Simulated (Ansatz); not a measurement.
The standard entropy of C2H2Cl2 (trans-1,2-dichloroethylene) from a frequency calculation

A singlet with charge 0, relaxed at PBE0-D4/def2-TZVP (Ansatz 0.2.0):

```xyz
6

Cl    1.7263   -0.2677    1.2301
C     0.6135   -0.2351   -0.0730
C    -0.6135    0.2351    0.0730
Cl   -1.7263    0.2677   -1.2301
H     0.9941   -0.6250   -1.0074
H    -0.9940    0.6250    1.0074
```

Harmonic wavenumbers in cm⁻¹: 217, 239, 358, 812, 854, 873, 937, 1217, 1299, 1670, 3232, 3234.

Masses in u: Cl 35.45, C 12.011, H 1.008. Take T = 298.15 K, p = 1 bar, R = 8.3145 J/(mol K), kT/hc = 207.22 cm⁻¹, rigid rotor and harmonic oscillator.

Problem. Compute the standard molar entropy.

Solution. 
1. Translation (Sackur–Tetrode): S = R[3/2 ln M + 5/2 ln T − 1.1517] with M = 96.938 gives 165.9 J/(mol K).
2. Rotation: principal moments 9.414, 329.562, 338.976 u Å² give A, B, C = 1.7907, 0.0512, 0.0497 cm⁻¹; the symmetry number is σ = 2; q = (√π/σ)√((kT/hc)³/ABC) = 39162; S = R(ln q + 3/2) = 100.4.
3. Vibration: with u = ν̃/207.22, each mode gives R[u/(eᵘ − 1) − ln(1 − e⁻ᵘ)]; the sum is 23.6, most from 217 cm⁻¹ (8.3), 239 cm⁻¹ (7.6), 358 cm⁻¹ (4.7).
4. Electronic: R ln 1 = 0.0, from the spin multiplicity alone.
5. Sum: 165.9 + 100.4 + 23.6 + 0.0 = 289.9 J/(mol K).

The tabulated value is 290.0 J/(mol K) (CRC Handbook of Chemistry and Physics): the model is off by -0.1. Where a soft mode is a torsion, a harmonic oscillator describes it poorly.
